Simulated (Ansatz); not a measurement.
# What DFT gives for Ga

```
CELL_PARAMETERS angstrom
0.00000 2.16652 2.16652
2.16652 0.00000 2.16652
2.16652 2.16652 0.00000
ATOMIC_POSITIONS crystal
Ga 0.00000 0.00000 0.00000
```

Single point in Ansatz 0.2.0 with PBE, no spin polarisation. Cutoff 420 eV, PAW datasets, 13×13×13 Γ-centred k mesh, gaussian filling (width 0.0164 eV).

Q: Metal or insulator?

A: It is a metal, with about 0.35 states/eV a cell as the mean within 0.25 eV of the Fermi level, mostly Ga p (65 %) and Ga s (32 %).

Q: Describe some of the short contacts.

A: Ga–Ga at 3.06 Å: least valence density 0.15 e/Å³ and ELF 0.32 there. These are pseudo-fields; inside the PAW spheres they differ from the all-electron ones.

Q: What does the stress say?

A: The pressure is -2.9 GPa (compression positive), so with the atoms held at these fractions the cell would first shrink.

Origin: a known structure type with other elements, at an estimated volume, so it need not be a known compound.
